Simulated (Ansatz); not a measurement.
# S: the crystal squeezed far

The task here is to estimate one member of a computed series from the others.

Method: DFT PBE, with the methods named in each step, in Ansatz 0.2.0.

3 further runs of the same task are left out: 3 that didn't finish.

**The system as given**

The structure is hexagonal, space group P6/mmm (No. 191). The conventional cell has a = 6.771 Å, b = 6.771 Å, c = 2.135 Å, α = 90.00°, β = 90.00°, γ = 120.00°. S (site symmetry 6/mmm) is surrounded by 2 S at 2.13 Å. S (site symmetry -6m2) is surrounded by 2 S at 2.13 Å.

Coordinates:

```
CELL_PARAMETERS angstrom
6.77080 0.00000 0.00000
-3.38540 5.86369 0.00000
0.00000 0.00000 2.13456
ATOMIC_POSITIONS crystal
S 0.00000 0.00000 0.00000
S 0.33333 0.66667 0.50000
S 0.66667 0.33333 0.50000
```

Whether this phase is the stable one at these pressures isn't tested.

Atoms are numbered in the order of the input: S1, S2, S3.

Set-up of the first run:

input.yaml reads:

```yaml
crystal:
  lattice:
    - [6.7708042205, 0.0, 0.0]
    - [-3.3854021103, 5.863688459, 0.0]
    - [0.0, 0.0, 2.1345601296]
  atoms:
    - { symbol: S, position: [0.0, 0.0, 0.0] }
    - { symbol: S, position: [0.3333333333, 0.6666666667, 0.5] }
    - { symbol: S, position: [0.6666666667, 0.3333333333, 0.5] }
kpoints:
  mp_grid: { grid: [8, 8, 11] }
  band_path:
    path:
      - [0.0, 0.0, 0.0]
      - [0.5, 0.0, 0.0]
      - [0.3333333333, 0.3333333333, 0.0]
      - [0.0, 0.0, 0.0]
      - [0.0, 0.0, 0.5]
      - [0.5, 0.0, 0.5]
      - [0.3333333333, 0.3333333333, 0.5]
      - [0.0, 0.0, 0.5]
      - [0.5, 0.0, 0.5]
    npoints: 14
scf:
  occupations: { method: fermi_dirac, width: 0.1 }
hamiltonian:
  xc: pbe
  pseudopotentials: { kind: all_electron, lapw: { basis_error: 0.001 } }
output:
  forces: true
  stress: true
  eigenvalues: true
  populations: true
  dos: { projected: true, de: 0.2, e_range: [-14, 8] }
```

Run with:

```bash
> ansatz run input.yaml --threads 1 --pin off --max-ram 3072MiB --backend cpu --events-out ev --progress --plain --runs-dir out
```

Among the steps run: The reference volume, LAPW; Volume scaled by 1, crystal datasets; Volume scaled by 1, norm-conserving; Volume scaled by 0.95, LAPW; Volume scaled by 0.65, LAPW; Volume scaled by 0.65, crystal datasets; Volume scaled by 0.65, norm-conserving; Volume scaled by 0.45, LAPW; Volume scaled by 0.4, LAPW; Volume scaled by 0.4, crystal datasets; Volume scaled by 0.4, norm-conserving.

One of the session's tables, all rows but one given; the rest of the session is left out.

 The rows PAW, 0.4 and PAW (partial_waves polarizable), 0.4 agree to the last digit and may rest on the same set-up.

| method | volume over the first | volume (Å³/atom) | pressure (GPa) |
| --- | --- | --- | --- |
| LAPW | 1 | 28.249 | 0.02 |
| LAPW | 0.95 | 26.836 | 0.39 |
| LAPW | 0.65 | 18.362 | 5.30 |
| LAPW | 0.45 | 12.712 | 31.33 |
| LAPW | 0.4 | 11.299 | 59.07 |
| PAW | 1 | 28.249 | 0.00 |
| PAW | 0.95 | 26.836 | 0.37 |
| PAW | 0.65 | 18.362 | 5.27 |
| PAW | 0.45 | 12.712 | 31.23 |
| PAW | 0.4 | 11.299 | 58.92 |
| PAW (partial_waves polarizable) | 0.4 | 11.299 | 58.92 |
| PAW (source ansatz) | 1 | 28.249 | 0.01 |
| crystal datasets | 1 | 28.249 | 0.01 |
| crystal datasets | 0.65 | 18.362 | 5.30 |
| crystal datasets | 0.4 | 11.299 | 59.07 |
| norm-conserving | 1 | 28.249 | 0.04 |
| norm-conserving | 0.65 | ? | ? |
| norm-conserving | 0.4 | 11.299 | 59.06 |

Q: Estimate the row for norm-conserving, 0.65 from the others.

**Answer.** volume (Å³/atom): 18.362; pressure (GPa): 5.32.

Caveats from the session: Rows by PAW come from runs of the same series that aren't printed here. Warnings in the runs' records: crystal datasets made, printed levels off.
